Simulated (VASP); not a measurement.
# MnO2 (P-3m1) in VASP: a series of runs

The runs below take MnO2 through single point, with r2SCAN.

Program: VASP 6.6.1. These are calculated values, not measurements. Logs are shortened: lines on timing, memory, paths and dates and some standing lists are left out, and cuts for length are marked.

## Step 1: The crystal as given

Symmetry: P-3m1, No. 164, trigonal system. The conventional cell has a = 2.857 Å, b = 2.857 Å, c = 4.601 Å, α = 90.00°, β = 90.00°, γ = 120.00°. Mn (site symmetry -3m) is surrounded by 6 O at 1.90 Å. O (site symmetry 3m) has 3 Mn at 1.90 Å as nearest neighbours.

Measurements of this composition are mostly on another form, of space group No. 136.

## Step 2: Single point, r2SCAN, collinear spin, ferromagnetic start

Input file INCAR:

```
SYSTEM = MnO2
ADDGRID = .False.
ALGO = Normal
EDIFF = 1E-6
ENCUT = 460
ISIF = 2
ISMEAR = 0
ISPIN = 2
LASPH = .True.
LCHARG = .False.
LMAXMIX = 4
LMIXTAU = .True.
LORBIT = 11
LREAL = .False.
LWAVE = .False.
MAGMOM = 4 0 0
METAGGA = R2SCAN
NBANDS = 24
NELM = 100
PREC = Accurate
SIGMA = 0.05
```

Input file KPOINTS:

```
k-points
0
Gamma
  3 3 2
  0 0 0
```

Input file POSCAR:

```
MnO2
1.0
    2.8565781804      0.0000000000      0.0000000000
   -1.4282890902      2.4738692722      0.0000000000
    0.0000000000      0.0000000000      4.6013740589
Mn O
1 2
Direct
    0.0000000000      0.0000000000      0.5000000000
    0.3333333333      0.6666666667      0.7062925700
    0.6666666667      0.3333333333      0.2937074300
```

Potentials or basis: VASP PAW PBE potentials, release 64 (Mn_pv, O).

Run with:

```
$ cat potpaw_PBE.64/Mn_pv/POTCAR potpaw_PBE.64/O/POTCAR > POTCAR
$ mpirun -np 1 vasp_std > vasp.out
```

OUTCAR:

```text
SYSTEM = MnO2
   EDIFF = 1E-6
   ENCUT = 460
   ISIF = 2
   ISMEAR = 0
   ISPIN = 2
   LASPH = .True.
   LORBIT = 11
   LREAL = .False.
   METAGGA = R2SCAN
   NELM = 100
   PREC = Accurate

 Found      6 irreducible k-points:

 Following reciprocal coordinates:
            Coordinates               Weight
  0.000000  0.000000  0.000000      1.000000
  0.333333 -0.000000  0.000000      6.000000
  0.333333  0.333333  0.000000      2.000000
  0.000000  0.000000  0.500000      1.000000
  0.333333 -0.000000  0.500000      6.000000
  0.333333  0.333333  0.500000      2.000000
   k-points           NKPTS =      6   k-points in BZ     NKDIM =      6   number of bands    NBANDS=     24
   number of dos      NEDOS =    301   number of ions     NIONS =      3
   total plane-waves  NPLWV =  12800
   dimension x,y,z NGX =    20 NGY =   20 NGZ =   32
   dimension x,y,z NGXF=    40 NGYF=   40 NGZF=   64
   ions per type =               1   2
   NGX,Y,Z   is equivalent  to a cutoff of  11.64, 11.64, 11.56 a.u.
   NGXF,Y,Z  is equivalent  to a cutoff of  23.28, 23.28, 23.12 a.u.
 SYSTEM =  MnO2
   PREC   = accura    normal or accurate (medium, high low for compatibility)
   ISTART =      0    job   : 0-new  1-cont  2-samecut
   ICHARG =      2    charge: 1-file 2-atom 10-const
   ISPIN  =      2    spin polarized calculation?
   LNONCOLLINEAR =      F non collinear calculations
   LSORBIT =      F    spin-orbit coupling
   LASPH  =      T    aspherical Exc in radial PAW
   ENCUT  =  460.0 eV  33.81 Ry    5.81 a.u.   5.00  5.00  8.05*2*pi/ulx,y,z
   NELM   =    100;   NELMIN=  2; NELMDL= -5     # of ELM steps
   EDIFF  = 0.1E-05   stopping-criterion for ELM
   LREAL  =      F    real-space projection
   EDIFFG = 0.1E-04   stopping-criterion for IOM
   NSW    =      0    number of steps for IOM
   IBRION =     -1    ionic relax: 0-MD 1-quasi-New 2-CG
   NFREE  =      0    steps in history (QN), initial steepest desc. (CG)
   ISIF   =      2    stress and relaxation
   ISYM   =      2    0-nonsym 1-usesym 2-fastsym
   POTIM  = 0.5000    time-step for ionic-motion
   TEBEG  =    0.0;   TEEND  =   0.0 temperature during run
   PSTRESS=    0.0 pullay stress
   NELECT =      25.0000    total number of electrons
   NUPDOWN=      -1.0000    fix difference up-down
   EMIN   =  10.00;   EMAX   =-10.00  energy-range for DOS
   EFERMI =   0.00;   METHOD = LEGACY
   ISMEAR =     0;   SIGMA  =   0.05  broadening in eV -4-tet -1-fermi 0-gaus
   EFERMI_NEDOS =   21; number of points for ismear=-14 and -15
   IALGO  =     38    algorithm
   IMIX   =      4    mixing-type and parameters
     AMIX     =   0.40;   BMIX     =  1.00
     AMIX_MAG =   1.60;   BMIX_MAG =  1.00
  volume/ion in A,a.u.               =      10.84        73.15
  Fermi-wavevector in a.u.,A,eV,Ry     =   1.499747  2.834111 30.602787  2.249241
  Thomas-Fermi vector in A             =   2.611337
   LORBIT       =     11    0 simple, 1 ext, 2 COOP (PROOUT), +10 PAW based schemes
   METAGGA = R2SCAN    functional components
   LHFCALC =     F    Hartree Fock is set to
   AEXX    =    0.0000 exact exchange contribution
   IVDW    =     0    specifies the selected vdW correction
   LEPSILON=     F    determine dielectric tensor
   LRPA    =     F    only Hartree local field effects (RPA)
 spin polarized calculation
 Gauss-broadening in eV      SIGMA  =   0.05
  energy-cutoff  :      460.00
  volume of cell :       32.52
 maximum number of plane-waves:       756
 NGX is ok and might be reduce to    20
   NGX =  9   NGY =  9   NGZ = 17

 number of electron      25.0000023 magnetization       2.9999894

 Free energy of the ion-electron system (eV)
  ---------------------------------------------------
  ext. energy  EPLUGINS =         0.00000000
  ---------------------------------------------------
  free energy    TOTEN  =       -32.50444207 eV

  energy without entropy =      -32.50444207  energy(sigma->0) =      -32.50444207

 E-fermi :   2.8013     XC(G=0): -11.5577

 val. band max:        2.4371811053   @ k =   0.0000   0.0000   0.5000
 cond. band min:       4.4391719519   @ k =   0.0000   0.0000   0.5000
 fundamental gap:      2.0019908466
 Fermi energy:         2.8012790211

 spin component 1

 k-point     1 :       0.0000    0.0000    0.0000
  band No.  band energies     occupation
      1     -49.7994      1.00000
      2     -49.7516      1.00000
      3     -49.7515      1.00000
      4     -17.7036      1.00000
      5     -15.4012      1.00000
      6      -3.7567      1.00000
[... 16 lines left out ...]
     23      26.0269      0.00000
     24      27.6669      0.00000

 k-point     2 :       0.3333   -0.0000    0.0000
  band No.  band energies     occupation
      1     -49.8693      1.00000
      2     -49.7792      1.00000
      3     -49.7780      1.00000
      4     -16.5926      1.00000
      5     -15.7343      1.00000
      6      -3.6941      1.00000
[... 16 lines left out ...]
     23      24.9780      0.00000
     24      26.0935      0.00000

 k-point     3 :       0.3333    0.3333    0.0000
  band No.  band energies     occupation
      1     -49.8596      1.00000
      2     -49.8595      1.00000
      3     -49.7694      1.00000
      4     -15.9214      1.00000
      5     -15.9214      1.00000
      6      -3.2459      1.00000
[... 16 lines left out ...]
     23      21.5441      0.00000
     24      26.1370      0.00000

 k-point     4 :       0.0000    0.0000    0.5000
  band No.  band energies     occupation
      1     -49.7993      1.00000
      2     -49.7515      1.00000
      3     -49.7514      1.00000
      4     -17.5838      1.00000
      5     -15.5936      1.00000
      6      -3.2665      1.00000
[... 16 lines left out ...]
     23      26.0614      0.00000
     24      26.5007      0.00000

 k-point     5 :       0.3333   -0.0000    0.5000
  band No.  band energies     occupation
      1     -49.8693      1.00000
      2     -49.7793      1.00000
      3     -49.7780      1.00000
      4     -16.5183      1.00000
      5     -15.8134      1.00000
      6      -3.8878      1.00000
[... 16 lines left out ...]
     23      25.1382      0.00000
     24      26.0517      0.00000

 k-point     6 :       0.3333    0.3333    0.5000
  band No.  band energies     occupation
      1     -49.8597      1.00000
      2     -49.8596      1.00000
      3     -49.7697      1.00000
      4     -15.9197      1.00000
      5     -15.9197      1.00000
      6      -3.3794      1.00000
[... 16 lines left out ...]
     23      25.0194      0.00000
     24      26.1814      0.00000
 Fermi energy:         2.8012790211

 spin component 2

 k-point     1 :       0.0000    0.0000    0.0000
  band No.  band energies     occupation
      1     -45.6230      1.00000
      2     -45.6229      1.00000
      3     -45.4128      1.00000
      4     -17.6719      1.00000
      5     -15.3880      1.00000
      6      -2.6340      1.00000
[... 16 lines left out ...]
     23      28.6805      0.00000
     24      28.7924      0.00000

 k-point     2 :       0.3333   -0.0000    0.0000
  band No.  band energies     occupation
      1     -45.7724      1.00000
      2     -45.6554      1.00000
      3     -45.3847      1.00000
      4     -16.5620      1.00000
      5     -15.7056      1.00000
      6      -2.6351      1.00000
[... 16 lines left out ...]
     23      25.8740      0.00000
     24      27.3303      0.00000

 k-point     3 :       0.3333    0.3333    0.0000
  band No.  band energies     occupation
      1     -45.7592      1.00000
      2     -45.7591      1.00000
      3     -45.3708      1.00000
      4     -15.8912      1.00000
      5     -15.8912      1.00000
      6      -2.3287      1.00000
[... 16 lines left out ...]
     23      22.0513      0.00000
     24      28.3594      0.00000

 k-point     4 :       0.0000    0.0000    0.5000
  band No.  band energies     occupation
      1     -45.6229      1.00000
      2     -45.6228      1.00000
      3     -45.4127      1.00000
      4     -17.5519      1.00000
      5     -15.5774      1.00000
      6      -2.2463      1.00000
[... 16 lines left out ...]
     23      27.3274      0.00000
     24      27.3274      0.00000

 k-point     5 :       0.3333   -0.0000    0.5000
  band No.  band energies     occupation
      1     -45.7724      1.00000
      2     -45.6553      1.00000
      3     -45.3849      1.00000
      4     -16.4878      1.00000
      5     -15.7848      1.00000
      6      -2.9142      1.00000
[... 16 lines left out ...]
     23      26.1907      0.00000
     24      27.4285      0.00000

 k-point     6 :       0.3333    0.3333    0.5000
  band No.  band energies     occupation
      1     -45.7593      1.00000
      2     -45.7592      1.00000
      3     -45.3712      1.00000
      4     -15.8895      1.00000
      5     -15.8895      1.00000
      6      -2.5052      1.00000
[... 16 lines left out ...]
     23      25.9697      0.00000
     24      28.3104      0.00000

------------------------ aborting loop because EDIFF is reached ----------------------------------------

  FORCE on cell =-STRESS in cart. coord.  units (eV):
  Direction    XX          YY          ZZ          XY          YZ          ZX
  --------------------------------------------------------------------------------------
  -------------------------------------------------------------------------------------
  Total       -0.0989146     -0.0989146     -0.0201979      0.0000000      0.0000000     -0.0000000
  in kB       -4.8737221     -4.8737221     -0.9951898      0.0000000      0.0000000     -0.0000000
  external PRESSURE =      -3.5808780 kB  Pullay stress =       0.0000000 kB

 VOLUME and BASIS-vectors are now :
 -----------------------------------------------------------------------------
  energy-cutoff  :      460.00
  volume of cell :       32.52
      direct lattice vectors                 reciprocal lattice vectors
     2.856578180  0.000000000  0.000000000     0.350069187  0.202112539  0.000000000
    -1.428289090  2.473869272  0.000000000     0.000000000  0.404225078  0.000000000
     0.000000000  0.000000000  4.601374059     0.000000000  0.000000000  0.217326387

 POSITION                                       TOTAL-FORCE (eV/Angst)
 -----------------------------------------------------------------------------------
      0.00000      0.00000      2.30069         0.000000      0.000000      0.000000
     -0.00000      1.64925      3.24992        -0.000000      0.000000      0.090815
      1.42829      0.82462      1.35146         0.000000      0.000000     -0.090815
 -----------------------------------------------------------------------------------
    total drift:                                0.000000     -0.000000      0.000000

  FREE ENERGIE OF THE ION-ELECTRON SYSTEM (eV)
  ---------------------------------------------------
  free  energy   TOTEN  =       -32.5044420651 eV

  energy  without entropy=      -32.5044420651  energy(sigma->0) =      -32.50444207

 total charge

# of ion       s       p       d       tot
------------------------------------------
    1        0.381   6.473   4.857  11.710
    2        1.594   3.451   0.000   5.045
    3        1.594   3.451   0.000   5.045
--------------------------------------------------
tot          3.569  13.374   4.857  21.799

 magnetization (x)

# of ion       s       p       d       tot
------------------------------------------
    1        0.032   0.041   2.893   2.966
    2        0.004  -0.014   0.000  -0.009
    3        0.004  -0.014   0.000  -0.009
--------------------------------------------------
tot          0.041   0.014   2.893   2.948
```

Run time: 45 s. Hardware: 1 thread of Intel Xeon Platinum 8375C at 2.90GHz (Ice Lake), shared host; peak memory 0.15 GiB.

These settings aren't checked as converged: the numbers below hold their error.

Results:

- Free energy: -32.5044 eV
- Pressure: -0.4 GPa
- Largest force: 0.091 eV/Å
- Band gap on the k mesh: 2.00 eV, direct
- Net moment: 3.00 μB per cell
- Site moments: Mn +2.97; O -0.01 μB
- Valence electrons inside the program's atomic spheres: Mn 11.71; O 5.04

Caveat: the k mesh is coarse (spacing up to 0.85 Å⁻¹), so the values aren't converged; the cutoff is under 1.25 times the usual one of these potentials, so pressure, stress and relaxed cells hold a basis-set (Pulay) error; the PAW data sets were made with another functional, which shifts forces and pressure a little; an odd mesh through Γ misses points on the zone boundary, where band edges often lie; a cell with one magnetic atom can't hold antiferromagnetic order, which such compounds often take.

## Step 3: Single point, r2SCAN, collinear spin, ferromagnetic start

INCAR is that of step 2.

KPOINTS is that of step 2.

Input file POSCAR:

```
MnO2
1.0
    2.8565781804      0.0000000000      0.0000000000
   -1.4282890902      2.4738692722      0.0000000000
    0.0000000000      0.0000000000      4.6013740589
Mn O
1 2
Direct
    0.0186700000     -0.0033200000      0.4886240000
    0.3165570000      0.6444560000      0.7182440000
    0.6490790000      0.3390650000      0.3129550000
```

Potentials or basis: VASP PAW PBE potentials, release 64 (Mn_pv, O).

Run with:

```
$ cat potpaw_PBE.64/Mn_pv/POTCAR potpaw_PBE.64/O/POTCAR > POTCAR
$ mpirun -np 1 vasp_std > vasp.out
```

Wall time 79 s (1 thread of Intel Xeon Platinum 8375C at 2.90GHz (Ice Lake), shared host); peak memory 0.15 GiB.

These settings aren't checked as converged: the numbers below hold their error.

Results:

- Free energy: -32.1629 eV
- Pressure: 5.5 GPa
- Largest force: 4.139 eV/Å
- Band gap on the k mesh: 1.94 eV, direct
- Net moment: 3.00 μB per cell
- Site moments: Mn +2.92; O -0.04, +0.06 μB
- Valence electrons inside the program's atomic spheres: Mn 11.79; O 5.00, 5.11

Caveat: the k mesh is coarse (spacing up to 0.85 Å⁻¹), so the values aren't converged; the cutoff is under 1.25 times the usual one of these potentials, so pressure, stress and relaxed cells hold a basis-set (Pulay) error; the PAW data sets were made with another functional, which shifts forces and pressure a little; an odd mesh through Γ misses points on the zone boundary, where band edges often lie; a cell with one magnetic atom can't hold antiferromagnetic order, which such compounds often take.

## Step 4: Single point, r2SCAN, collinear spin, ferromagnetic start

INCAR: that of step 3 with these lines changed.

```diff
@@ -4,3 +4,3 @@
 EDIFF = 1E-6
-ENCUT = 460
+ENCUT = 520
 ISIF = 2
```

KPOINTS is that of step 3.

Input file POSCAR:

```
MnO2
1.0
    2.8565781804      0.0000000000      0.0000000000
   -1.4282890902      2.4738692722      0.0000000000
    0.0000000000      0.0000000000      4.6013740589
Mn O
1 2
Direct
    0.0000000000      0.0000000000      0.5000000000
    0.3333333333      0.6666666667      0.7062925700
    0.6666666667      0.3333333333      0.2937074300
```

Run with:

```
$ cat potpaw_PBE.64/Mn_pv/POTCAR potpaw_PBE.64/O/POTCAR > POTCAR
$ mpirun -np 1 vasp_std > vasp.out
```

Run time: 87 s. Hardware: 1 thread of Intel Xeon Platinum 8375C at 2.90GHz (Ice Lake), shared host; peak memory 0.17 GiB.

The run converged, but some of its settings lie outside the range that counts as converged, so its numbers aren't taken as properties of the crystal.

Results:

* Free energy: -32.4981 eV
* Pressure: 0.8 GPa
* Largest force: 0.090 eV/Å
* Band gap on the k mesh: 2.00 eV, direct
* Net moment: 3.00 μB per cell
* Site moments: Mn +2.97; O -0.01 μB
* Valence electrons inside the program's atomic spheres: Mn 11.71; O 5.04

Caveat: the k mesh is coarse (spacing up to 0.85 Å⁻¹), so the values aren't converged; the PAW data sets were made with another functional, which shifts forces and pressure a little; an odd mesh through Γ misses points on the zone boundary, where band edges often lie; a cell with one magnetic atom can't hold antiferromagnetic order, which such compounds often take.

[end of part 1 of 2]
